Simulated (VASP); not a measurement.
# CaF2 (Fluorite) (Fm-3m) in VASP: a series of runs, part 2 of 2

VASP 6.6.1. Earlier steps stand in the parts before.

### Step 3. G0W0 quasiparticle levels, PBE

File POSCAR:

```
CaF2                                    
1.0
    0.0000000000      2.7123156408      2.7123156408
    2.7123156408      0.0000000000      2.7123156408
    2.7123156408      2.7123156408      0.0000000000
  Ca              F             
     1     2
Direct
     0.0000000000000000    0.0000000000000000    0.0000000000000000
     0.2500000000000000    0.2500000000000000    0.2500000000000000
     0.7500000000000000    0.7500000000000000    0.7500000000000000
```

File INCAR.step1:

```
SYSTEM = CaF2
  PREC = Accurate
  ENCUT = 500
  EDIFF = 1E-8
  ISMEAR = 0
  SIGMA = 0.01
  LREAL = .False.
  LASPH = .True.
  NELM = 80
  ALGO = Fast
  LWAVE = .True.
  LCHARG = .False.
  GGA = PE
  KPAR = 4
```

File INCAR.step2:

```
SYSTEM = CaF2
  PREC = Accurate
  ENCUT = 500
  EDIFF = 1E-8
  ISMEAR = 0
  SIGMA = 0.01
  LREAL = .False.
  LASPH = .True.
  NELM = 1
  ALGO = Exact
  LWAVE = .True.
  LCHARG = .False.
  GGA = PE
  KPAR = 4
  NBANDS = 164
  LOPTICS = .True.
  ISTART = 1
```

File INCAR.step3:

```
SYSTEM = CaF2
  PREC = Accurate
  ENCUT = 500
  EDIFF = 1E-8
  ISMEAR = 0
  SIGMA = 0.01
  LREAL = .False.
  LASPH = .True.
  ALGO = EVGW0
  LWAVE = .False.
  LCHARG = .False.
  GGA = PE
  KPAR = 4
  NELMGW = 1
  NBANDS = 164
  ENCUTGW = 150
  NOMEGA = 48
  PRECFOCK = Fast
  ISTART = 1
  NBANDSGW = 20
```

File KPOINTS:

```
regular mesh
0
Gamma
  4 4 4
  0 0 0
```

Potentials or basis: VASP PAW PBE potentials, release 64 (Ca_sv_GW, F_GW).

Run with:

```bash
$ cat potpaw_PBE.64/Ca_sv_GW/POTCAR potpaw_PBE.64/F_GW/POTCAR > POTCAR
$ cp INCAR.step1 INCAR
$ mpirun -np 4 vasp_std > vasp.out
$ cp INCAR.step2 INCAR
$ mpirun -np 4 vasp_std > vasp.out
$ cp INCAR.step3 INCAR
$ mpirun -np 4 vasp_std > vasp.out
```

OUTCAR:

```text
SYSTEM = CaF2
   PREC = Accurate
   ENCUT = 500
   EDIFF = 1E-8
   ISMEAR = 0
   LREAL = .False.
   LASPH = .True.
   GGA = PE
   NELMGW = 1
   ENCUTGW = 150
   PRECFOCK = Fast
   ISTART = 1

 ion  position               nearest neighbor table
   1  0.000  0.000  0.000-   3 2.35   3 2.35   3 2.35   2 2.35   3 2.35   2 2.35   2 2.35   2 2.35

   2  0.250  0.250  0.250-   1 2.35   1 2.35   1 2.35   1 2.35
   3  0.750  0.750  0.750-   1 2.35   1 2.35   1 2.35   1 2.35

  LATTYP: Found a face centered cubic cell.
 ALAT       =     5.4246312816

  Lattice vectors:

 A1 = (   0.0000000000,   2.7123156408,   2.7123156408)
 A2 = (   2.7123156408,   0.0000000000,   2.7123156408)
 A3 = (   2.7123156408,   2.7123156408,   0.0000000000)

Analysis of symmetry for initial positions (statically):
=====================================================================
 Subroutine PRICEL returns:
 Original cell was already a primitive cell.

 Routine SETGRP: Setting up the symmetry group for a
 face centered cubic supercell.

 Subroutine GETGRP returns: Found 48 space group operations
 (whereof 48 operations were pure point group operations)
 out of a pool of 48 trial point group operations.

The static configuration has the point symmetry O_h .

Analysis of symmetry for dynamics (positions and initial velocities):
=====================================================================
 Subroutine PRICEL returns:
 Original cell was already a primitive cell.

 Routine SETGRP: Setting up the symmetry group for a
 face centered cubic supercell.

 Subroutine GETGRP returns: Found 48 space group operations
 (whereof 48 operations were pure point group operations)
 out of a pool of 48 trial point group operations.

The dynamic configuration has the point symmetry O_h .

 Subroutine INISYM returns: Found 48 space group operations
 (whereof 48 operations are pure point group operations),
 and found     1 'primitive' translations

----------------------------------------------------------------------------------------

                                     Primitive cell

  volume of cell :      39.9071

  direct lattice vectors                    reciprocal lattice vectors
     0.000000000  2.712315641  2.712315641    -0.184344326  0.184344326  0.184344326
     2.712315641  0.000000000  2.712315641     0.184344326 -0.184344326  0.184344326
     2.712315641  2.712315641  0.000000000     0.184344326  0.184344326 -0.184344326

  length of vectors
     3.835793565  3.835793565  3.835793565     0.319293740  0.319293740  0.319293740

  position of ions in fractional coordinates (direct lattice)
     0.000000000  0.000000000  0.000000000
     0.250000000  0.250000000  0.250000000
     0.750000000  0.750000000  0.750000000

  ion indices of the primitive-cell ions
   primitive index   ion index
                 1           1
                 2           2
                 3           3

----------------------------------------------------------------------------------------

 KPOINTS: regular mesh

Automatic generation of k-mesh.
 Grid dimensions read from file:
 generate k-points for:    4    4    4

 Generating k-lattice:

  Cartesian coordinates                     Fractional coordinates (reciprocal lattice)
    -0.046086082  0.046086082  0.046086082     0.250000000  0.000000000  0.000000000
     0.046086082 -0.046086082  0.046086082     0.000000000  0.250000000  0.000000000
     0.046086082  0.046086082 -0.046086082     0.000000000  0.000000000  0.250000000

  Length of vectors
     0.079823435  0.079823435  0.079823435

  Shift w.r.t. Gamma in fractional coordinates (k-lattice)
     0.000000000  0.000000000  0.000000000

 Subroutine IBZKPT returns following result:
 ===========================================

 Found      8 irreducible k-points:

 Following reciprocal coordinates:
            Coordinates               Weight
  0.000000  0.000000  0.000000      1.000000
  0.250000  0.000000  0.000000      8.000000
  0.500000  0.000000  0.000000      4.000000
  0.250000  0.250000  0.000000      6.000000
  0.500000  0.250000  0.000000     24.000000
 -0.250000  0.250000  0.000000     12.000000
  0.500000  0.500000  0.000000      3.000000
 -0.250000  0.500000  0.250000      6.000000
   k-points           NKPTS =      8   k-points in BZ     NKDIM =     64   number of bands    NBANDS=    164
   number of dos      NEDOS =    301   number of ions     NIONS =      3
   total plane-waves  NPLWV =  21952
   dimension x,y,z NGX =    28 NGY =   28 NGZ =   28
   dimension x,y,z NGXF=    56 NGYF=   56 NGZF=   56
   ions per type =               1   2
   NGX,Y,Z   is equivalent  to a cutoff of  12.14, 12.14, 12.14 a.u.
   NGXF,Y,Z  is equivalent  to a cutoff of  24.27, 24.27, 24.27 a.u.
 SYSTEM =  CaF2
   PREC   = accura    normal or accurate (medium, high low for compatibility)
   ISTART =      1    job   : 0-new  1-cont  2-samecut
   ICHARG =      0    charge: 1-file 2-atom 10-const
   ISPIN  =      1    spin polarized calculation?
   LNONCOLLINEAR =      F non collinear calculations
   LSORBIT =      F    spin-orbit coupling
   LASPH  =      T    aspherical Exc in radial PAW
   ENCUT  =  500.0 eV  36.75 Ry    6.06 a.u.   6.99  6.99  6.99*2*pi/ulx,y,z
   NELM   =     60;   NELMIN=  2; NELMDL=  0     # of ELM steps
   EDIFF  = 0.1E-07   stopping-criterion for ELM
   LREAL  =      F    real-space projection
   EDIFFG = 0.1E-06   stopping-criterion for IOM
   NSW    =      0    number of steps for IOM
   IBRION =     -1    ionic relax: 0-MD 1-quasi-New 2-CG
   NFREE  =      0    steps in history (QN), initial steepest desc. (CG)
   ISIF   =      0    stress and relaxation
   ISYM   =      3    0-nonsym 1-usesym 2-fastsym
   POTIM  = 0.5000    time-step for ionic-motion
   TEBEG  =    0.0;   TEEND  =   0.0 temperature during run
   PSTRESS=    0.0 pullay stress
   NELECT =      24.0000    total number of electrons
   NUPDOWN=      -1.0000    fix difference up-down
   EMIN   =  10.00;   EMAX   =-10.00  energy-range for DOS
   EFERMI =   0.00;   METHOD = LEGACY
   ISMEAR =     0;   SIGMA  =   0.01  broadening in eV -4-tet -1-fermi 0-gaus
   EFERMI_NEDOS =   21; number of points for ismear=-14 and -15
   IALGO  =     38    algorithm
   IMIX   =      4    mixing-type and parameters
     AMIX     =   0.40;   BMIX     =  1.00
     AMIX_MAG =   1.60;   BMIX_MAG =  1.00
  volume/ion in A,a.u.               =      13.30        89.77
  Fermi-wavevector in a.u.,A,eV,Ry     =   1.381852  2.611323 25.980546  1.909516
  Thomas-Fermi vector in A             =   2.506598
   LORBIT       =      0    0 simple, 1 ext, 2 COOP (PROOUT), +10 PAW based schemes
   GGA     = PE    functional components
   LHFCALC =     T    Hartree Fock is set to
   PRECFOCK=fast      Normal, Fast or Accurate (Low or Medium for compatibility)
   ENCUT4O =  -1.0   cutoff for four orbital integrals eV
   NKREDX  =     1    reduce k-point grid by
   NKREDY  =     1    reduce k-point grid by
   NKREDZ  =     1    reduce k-point grid by
   AEXX    =    1.0000 exact exchange contribution
   HFSCREEN=    0.0000 screening length (either q_TF or 0.3 A-1)
   HFSCREENC=   0.0000 screening length for correlation (either q_TF or 0.3 A-1)
   ENCUTFOCK=  -1.0 apply spherical cutoff to Coloumb kernel
   IVDW    =     0    specifies the selected vdW correction
   LEPSILON=     F    determine dielectric tensor
   LRPA    =     F    only Hartree local field effects (RPA)
   LRPAFORCE           =     F    calculate RPA forces
   ENCUTGW             = 150.0    cutoff for response function in eV
   ENCUTGWSOFT         = 120.0    soft cutoff for Coulomb kernel in GW response function in eV
   ENCUTLF             =  -1.0    cutoff for local field effects
   NELMGW              =     1    number of iterations in solving QP/BSE equation
   NELMHF              =     1    number of iterations in the inner HF iteration
   NKREDLFX            =     1    NKREDLFY  =   1   NKREDLFZ  =   1
 non-spin polarized calculation
 Gauss-broadening in eV      SIGMA  =   0.01
  energy-cutoff  :      500.00
  volume of cell :       39.91
 maximum number of plane-waves:      1036
  NGX = 16; NGY = 16; NGZ = 16
   NGX = 13   NGY = 13   NGZ = 13
 maximum number of plane-waves:       176

 QP shifts <psi_nk| G(iteration)W_0 |psi_nk>: iteration 1
 for sc-GW calculations column KS-energies equals QP-energies in previous step
 and V_xc(KS)=  KS-energies - (<T + V_ion + V_H > + <T+V_H+V_ion>^1  + <V_x>^1)

 k-point   1 :       0.0000    0.0000    0.0000
  band No.  KS-energies  QP-energies   sigma(KS)   V_xc(KS)     V^pw_x(r,r')   Z            occupation Imag(sigma)

      1     -34.7846     -37.1485     -24.1880     -20.6883     -34.4664       0.6755       2.0000       0.9572
      2     -18.8290     -22.5296     -27.7308     -22.5993     -36.7328       0.7212       2.0000       0.8227
      3     -18.0266     -21.7634     -28.6715     -23.5391     -37.6065       0.7281       2.0000       0.7725
      4     -15.7234     -19.0808     -24.1071     -19.9943     -27.9853       0.8163       2.0000       0.2175
      5     -15.7234     -19.0808     -24.1071     -19.9943     -27.9853       0.8163       2.0000       0.2175
      6     -15.7234     -19.0808     -24.1071     -19.9943     -27.9853       0.8163       2.0000       0.2175
[... 12 lines left out ...]
     19      18.2501      19.3649      -6.7972      -8.0914      -2.9609       0.8614       0.0000      -0.1817
     20      18.2501      19.3649      -6.7972      -8.0914      -2.9609       0.8614       0.0000      -0.1817
[... 148 lines left out ...]
      1     -34.7353     -37.1085     -24.2208     -20.7414     -34.4943       0.6821       2.0000       0.9243
      2     -18.8203     -22.4869     -27.3187     -22.2738     -35.9014       0.7268       2.0000       0.7600
      3     -18.8203     -22.4869     -27.3187     -22.2738     -35.9014       0.7268       2.0000       0.7600
      4     -15.8400     -19.2100     -23.9868     -19.8374     -27.9174       0.8122       2.0000       0.2557
      5     -15.3775     -18.7920     -24.9539     -20.7665     -29.2632       0.8154       2.0000       0.2843
      6     -15.3775     -18.7920     -24.9539     -20.7665     -29.2632       0.8154       2.0000       0.2843
[... 12 lines left out ...]
     19      17.0201      18.9289     -10.0615     -12.3327      -6.0608       0.8404       0.0000      -0.1807
     20      17.0201      18.9289     -10.0615     -12.3327      -6.0608       0.8404       0.0000      -0.1807
```

Run time: 33 s. Hardware: 4 MPI ranks of Intel Xeon 6975P-C (Granite Rapids), shared host; peak memory 0.36 GiB.

What came out:

```
Band gap on the k mesh, mean-field level : 7.42 eV, indirect (least direct gap 7.68 eV)
Quasiparticle gap                        : 10.52 eV
Least direct quasiparticle gap           : 10.84 eV
```

Caveat: the k mesh is coarse (spacing up to 0.50 Å⁻¹), so the values aren't converged; bands, screening cutoff and mesh are small and nothing is extrapolated, so the quasiparticle values aren't converged. A k mesh can miss the band edges.
